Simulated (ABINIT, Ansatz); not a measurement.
**GaAs (F-43m): from Born charge to LO-TO splitting**

Aim: work out the LO frequency and the static dielectric constant of GaAs (F-43m) from one linear-response run, then check them.

Program: ABINIT 10.8.3. Level of theory: DFT LDA, scalar-relativistic, plane waves, HGH norm-conserving pseudopotentials. Results are calculated unless marked as measured.

## Step 1: The relaxed structure

Symmetry: F-43m, No. 216, cubic system. The conventional cell has a = 5.528 Å, b = 5.528 Å, c = 5.528 Å, α = 90.00°, β = 90.00°, γ = 90.00°. Nearest to Ga lie 4 As at 2.39 Å. As has 4 Ga at 2.39 Å nearest. Farther neighbours are not listed.

This is the cell after its relaxation at this level of theory, not the database cell from which that began.

## Step 2: What the response run gave

A linear-response run on the relaxed cell, with the response to an electric field; only its zone-centre results are used. Cutoff 26 Ha, k mesh 8×8×8 with shifts.

Numbers of over 12 decimals in the logs are rounded to 6 here.

The program printed:

```text
[banners, grids, parts of the stress and lines that vanish by symmetry left out]
- input  file    -> dfpt_gamma.abi
- output file    -> dfpt_gamma.abo
- root for input  files -> dfpt_gammai
[...]
DATASET    1 : space group F-4 3 m (#216); Bravais cF (face-center cubic)
[...]
nfft =       46656          nkpt =        1024
[...]
DATASET    2 : space group F-4 3 m (#216); Bravais cF (face-center cubic)
[...]
nfft =       46656          nkpt =        1024
[...]
== DATASET  1 ==================================================================
[...]
cutoff_energies: {ecut:  26.0, pawecutdg:  -1.0, }
[...]
Exchange-correlation functional for the present dataset will be:
  LDA: Perdew-Wang 92 LSD fit to Ceperley-Alder data - ixc=7
[...]
- 33.00000   5.00000     10605                znucl, zion, pspdat
[...]
Perturbation : derivative vs k along direction   1
[...]
-ETOT  1  -9.263429     -9.263E+00 2.263E+01 0.000E+00
 ETOT  2  -9.288924     -2.549E-02 5.557E-02 0.000E+00
 ETOT  3  -9.289321     -3.976E-04 1.045E-03 0.000E+00
 ETOT  4  -9.289338     -1.674E-05 7.965E-05 0.000E+00
 ETOT  5  -9.289339     -9.755E-07 3.378E-06 0.000E+00
[...]
At SCF step   18   max residual=  9.99E-21 < tolwfr=  1.00E-20 =>converged.
[...]
Perturbation : derivative vs k along direction   2
[...]
-ETOT  1  -9.263429     -9.263E+00 2.263E+01 0.000E+00
[...]
At SCF step   18   max residual=  9.99E-21 < tolwfr=  1.00E-20 =>converged.
[...]
Perturbation : derivative vs k along direction   3
[...]
-ETOT  1  -9.263429     -9.263E+00 2.263E+01 0.000E+00
[...]
At SCF step   18   max residual=  9.99E-21 < tolwfr=  1.00E-20 =>converged.
[...]
1        1       3.9943336885    0.0000000000
     1        2      -1.9971668442   -0.0000000000
     1        3      -1.9971668442   -0.0000000000
     2        1      -1.9971668442   -0.0000000000
     2        2       3.9943336885    0.0000000000
     2        3       1.9971668442    0.0000000000
     3        1      -1.9971668442   -0.0000000000
     3        2       1.9971668442    0.0000000000
     3        3       3.9943336885    0.0000000000
[...]
== DATASET  2 ==================================================================
[...]
cutoff_energies: {ecut:  26.0, pawecutdg:  -1.0, }
[...]
Exchange-correlation functional for the present dataset will be:
  LDA: Perdew-Wang 92 LSD fit to Ceperley-Alder data - ixc=7
[...]
Perturbation : displacement of atom   1   along direction   1
[...]
At SCF step    9       vres2   =  2.27E-12 < tolvrs=  1.00E-10 =>converged.
[...]
-ETOT  1   1.284681     -3.927E+00 3.476E+02 1.853E+03
[...]
ETOT  8  0.794117     -2.173E-11 4.411E-11 2.110E-10
 ETOT  9  0.794117     -7.612E-13 1.147E-12 1.687E-12
 At SCF step    9       vres2   =  1.69E-12 < tolvrs=  1.00E-10 =>converged.
[...]
Dielectric tensor, in cartesian coordinates,
[...]
1    4   1    4        12.1500760039        -0.0000000000
   1    4   2    4         0.0000000000        -0.0000000000
   1    4   3    4         0.0000000000        -0.0000000000
   2    4   1    4         0.0000000000        -0.0000000000
   2    4   2    4        12.1500760039        -0.0000000000
   2    4   3    4        -0.0000000000        -0.0000000000
   3    4   1    4         0.0000000000        -0.0000000000
   3    4   2    4        -0.0000000000        -0.0000000000
   3    4   3    4        12.1500760039        -0.0000000000
  Effective charges, in cartesian coordinates,
[...]
1    1   1    4         2.0016803375         0.0000000000
   2    1   1    4        -0.0000000000         0.0000000000
   3    1   1    4         0.0000000000         0.0000000000
   1    2   1    4        -2.0044393759         0.0000000000
   2    2   1    4         0.0000000000         0.0000000000
[...]
Effective charges, in cartesian coordinates,
[...]
Rigid-atom elastic tensor , in cartesian coordinates,
[...]
Rigid-atom proper piezoelectric tensor, in cartesian coordinates,
[...]
2    4   2    6         0.0132306986         0.0000000000
   2    4   3    6         0.0000000000         0.0000000000
   3    4   1    5         0.0000000000         0.0000000000
   3    4   2    5         0.0000000000         0.0000000000
   3    4   3    5        -0.0000000000         0.0000000000
   3    4   1    6         0.0000000000         0.0000000000
   3    4   2    6         0.0000000000         0.0000000000
   3    4   3    6         0.0132307003         0.0000000000
  Phonon wavevector (reduced coordinates) :  0.00000  0.00000  0.00000
 Phonon energies in Hartree :
[...]
Phonon frequencies in cm-1    :
-  6.508678E-01  6.508678E-01  6.508680E-01  2.716948E+02  2.716948E+02
-  2.716948E+02
  Phonon at Gamma, with non-analyticity in the
[...]
Phonon energies in Hartree :
[...]
Phonon frequencies in cm-1    :
-  6.508678E-01  6.508678E-01  6.541909E-01  2.716948E+02  2.716948E+02
-  2.906408E+02
  Phonon at Gamma, with non-analyticity in the
[...]
Phonon energies in Hartree :
[...]
Phonon frequencies in cm-1    :
-  6.508678E-01  6.508680E-01  6.541907E-01  2.716948E+02  2.716948E+02
-  2.906408E+02
  Phonon at Gamma, with non-analyticity in the
[...]
Phonon energies in Hartree :
[...]
Phonon frequencies in cm-1    :
-  6.508678E-01  6.508680E-01  6.541907E-01  2.716948E+02  2.716948E+02
-  2.906408E+02
[...]
fcart2     0.0000000000E+00  0.0000000000E+00  0.0000000000E+00
           strten2     0.0000000000E+00  0.0000000000E+00  0.0000000000E+00
================================================================================
```

| quantity | value |
| --- | --- |
| cell volume Ω (Å³) | 42.229 |
| mass of Ga (u) | 69.723 |
| mass of As (u) | 74.922 |
| Born charge of Ga, raw (e) | 2.002 |
| Born charge of As, raw (e) | -2.004 |
| ε∞ | 12.150 |
| ω(TO) after the sum rule (cm⁻¹) | 271.7 |

## Step 3: The calculation

The charges must sum to zero over the cell; taking off their mean, -0.001 e, leaves Z* = 2.003 e on Ga. In the polar mode Ga moves against As, so the reduced mass is μ = 69.72 × 74.92 / 144.64 = 36.114 u.

A longitudinal wave builds up a field that adds to the restoring force: ω(LO)² = ω(TO)² + 4π Z*² / (μ Ω ε∞), in Hartree atomic units. With μ = 65833 electron masses and Ω = 284.98 bohr³ the second term is 2.2119e-07 Ha², or 10654 cm⁻² (1 Ha = 219474.6 cm⁻¹).

So ω(LO) = √(73815 + 10654) = 290.6 cm⁻¹, and by the Lyddane-Sachs-Teller relation ε₀ = ε∞ (ω(LO)/ω(TO))² = 13.90.

## Step 4: Check against the program

The analysis program adds the same non-analytic term to the full matrix.

The program printed:

```text
[banners, grids, parts of the stress and lines that vanish by symmetry left out]
-outvars_anaddb: echo values of input variables ----------------------

 Flags :
[...]
Dielectric Tensor and Effective Charges
[...]
Effective charge tensors after
[...]
Phonon wavevector (reduced coordinates) :  0.00000  0.00000  0.00000
 Phonon energies in Hartree :
[...]
Phonon energies in meV     :
-  0.000000E+00  0.000000E+00  0.000000E+00  3.368577E+01  3.368577E+01
-  3.368577E+01
 Phonon frequencies in cm-1    :
-  0.000000E+00  0.000000E+00  0.000000E+00  2.716941E+02  2.716941E+02
-  2.716941E+02
 Phonon frequencies in Thz     :
-  0.000000E+00  0.000000E+00  0.000000E+00  8.145184E+00  8.145184E+00
-  8.145184E+00
 Phonon energies in Kelvin  :
-  0.000000E+00  0.000000E+00  0.000000E+00  3.909072E+02  3.909072E+02
-  3.909072E+02
[...]
-  1  0.00000000E+00  0.00000000E+00  1.94746134E-03
-     0.00000000E+00  0.00000000E+00  0.00000000E+00
-  2  0.00000000E+00  0.00000000E+00  1.94746140E-03
-     0.00000000E+00  0.00000000E+00  0.00000000E+00
[...]
-  1  0.00000000E+00 -1.94746134E-03  0.00000000E+00
-     0.00000000E+00  0.00000000E+00  0.00000000E+00
-  2  0.00000000E+00 -1.94746140E-03  0.00000000E+00
-     0.00000000E+00  0.00000000E+00  0.00000000E+00
[...]
-  1  1.94746134E-03  0.00000000E+00  0.00000000E+00
-     0.00000000E+00  0.00000000E+00  0.00000000E+00
-  2  1.94746140E-03  0.00000000E+00  0.00000000E+00
-     0.00000000E+00  0.00000000E+00  0.00000000E+00
[...]
-  1  0.00000000E+00  0.00000000E+00 -2.01875827E-03
-     0.00000000E+00  0.00000000E+00  0.00000000E+00
-  2  0.00000000E+00  0.00000000E+00  1.87868247E-03
-     0.00000000E+00  0.00000000E+00  0.00000000E+00
[...]
-  1  0.00000000E+00  2.01875827E-03  0.00000000E+00
-     0.00000000E+00  0.00000000E+00  0.00000000E+00
-  2  0.00000000E+00 -1.87868247E-03  0.00000000E+00
-     0.00000000E+00  0.00000000E+00  0.00000000E+00
[...]
-  1  2.01875827E-03  0.00000000E+00  0.00000000E+00
-     0.00000000E+00  0.00000000E+00  0.00000000E+00
-  2 -1.87868247E-03  0.00000000E+00  0.00000000E+00
-     0.00000000E+00  0.00000000E+00  0.00000000E+00
[...]
-     1          0.000000    -0.000000    -0.000000     0.000000
-     2         -0.000000     0.000000    -0.000000     0.000000
-     3         -0.000000    -0.000000     0.000000     0.000000
-     4          0.000072    -0.000083    -2.830927     2.830927
-     5          0.000065     2.830927    -0.000083     2.830927
-     6          2.830927    -0.000065     0.000072     2.830927
[...]
-   1     Real    0.0000E+00  0.0000E+00  0.0000E+00  0.0000E+00  0.0000E+00  0.0000E+00  0.0000E+00
[...]
-     0.00000000E+00  0.00000000E+00  0.00000000E+00
-  2  0.00000000E+00  0.00000000E+00  1.94746140E-03
-     0.00000000E+00  0.00000000E+00  0.00000000E+00
[...]
Phonon at Gamma, with non-analyticity in the
[...]
Phonon energies in Hartree :
[...]
Phonon energies in meV     :
-  0.000000E+00  0.000000E+00  0.000000E+00  3.368577E+01  3.368577E+01
-  3.603490E+01
 Phonon frequencies in cm-1    :
-  0.000000E+00  0.000000E+00  0.000000E+00  2.716941E+02  2.716941E+02
-  2.906410E+02
 Phonon frequencies in Thz     :
-  0.000000E+00  0.000000E+00  0.000000E+00  8.145184E+00  8.145184E+00
-  8.713199E+00
 Phonon energies in Kelvin  :
-  0.000000E+00  0.000000E+00  0.000000E+00  3.909072E+02  3.909072E+02
-  4.181676E+02
[...]
Phonon at Gamma, with non-analyticity in the
[...]
Phonon energies in Hartree :
[...]
Phonon energies in meV     :
-  0.000000E+00  0.000000E+00  0.000000E+00  3.368577E+01  3.368577E+01
-  3.603490E+01
 Phonon frequencies in cm-1    :
-  0.000000E+00  0.000000E+00  0.000000E+00  2.716941E+02  2.716941E+02
-  2.906410E+02
 Phonon frequencies in Thz     :
-  0.000000E+00  0.000000E+00  0.000000E+00  8.145184E+00  8.145184E+00
-  8.713199E+00
 Phonon energies in Kelvin  :
-  0.000000E+00  0.000000E+00  0.000000E+00  3.909072E+02  3.909072E+02
-  4.181676E+02
[...]
-  1  0.00000000E+00 -1.94746134E-03  0.00000000E+00
-     0.00000000E+00  0.00000000E+00  0.00000000E+00
-  2  0.00000000E+00 -1.94746140E-03  0.00000000E+00
-     0.00000000E+00  0.00000000E+00  0.00000000E+00
[...]
-  1  1.94746134E-03  0.00000000E+00  0.00000000E+00
-     0.00000000E+00  0.00000000E+00  0.00000000E+00
-  2  1.94746140E-03  0.00000000E+00  0.00000000E+00
-     0.00000000E+00  0.00000000E+00  0.00000000E+00
[...]
-  1  2.67142751E-04  1.27503380E-03 -1.54217655E-03
-     0.00000000E+00  0.00000000E+00  0.00000000E+00
-  2 -2.48606489E-04 -1.18656289E-03  1.43516938E-03
-     0.00000000E+00  0.00000000E+00  0.00000000E+00
[...]
-  1  1.62651715E-03 -1.04461099E-03 -5.81906167E-04
-     0.00000000E+00  0.00000000E+00  0.00000000E+00
-  2 -1.51365784E-03  9.72128453E-04  5.41529383E-04
-     0.00000000E+00  0.00000000E+00  0.00000000E+00
[...]
Direction                     Dielectric constant
[...]
Elastic Tensor (clamped ion) (unit:10^2GP):
[...]
Elastic Tensor (relaxed ion) (unit:10^2GP):
[...]
Calculation of the tensor related to piezoelectric effetc
[...]
Proper piezoelectric constants (clamped ion) (unit:c/m^2)
[...]
Increase cutoff energy or k-points sampling.
[...]
Proper piezoelectric constants (relaxed ion) (unit:c/m^2)
[...]
0.00000000      0.22242264      0.00000000
      0.00000000      0.00000000      0.22242273
-
```

| quantity | by hand | program |
| --- | --- | --- |
| ω(LO) (cm⁻¹) | 290.6 | 290.6 |
| ε₀ | 13.90 | 13.90 |

## Step 5: Results

| Property | Result |
| --- | --- |
| TO mode | 271.7 cm⁻¹ |
| LO mode | 290.6 cm⁻¹ |
| static dielectric constant | 13.90 |

In words: The LO mode of GaAs (F-43m) lies at 291 cm⁻¹, 19 cm⁻¹ above the TO mode; the formula meets the program within 0.1 cm⁻¹, as it must for a cubic crystal with one polar mode. ω(LO)² − ω(TO)² goes with Z*²/ε∞: an error of 5 % in ε∞ would move the LO mode by 0.9 cm⁻¹, and semilocal functionals tend to overestimate ε∞. These are harmonic values at zero temperature, at the volume of this functional, for the structure held cubic; stability elsewhere in the zone is no part of this calculation.

[Host names and launcher messages were left out of these logs when they were recorded.]

[Logs are printed without paths, hosts, clocks, repeated set-up lines and the standing remarks that a program may print on its own settings, such as how far it seeks lower states.]

[Hosts, paths, dates, database ids (printed as entryN), source tags and the programs' standing remarks are cut or masked in the printed files.]
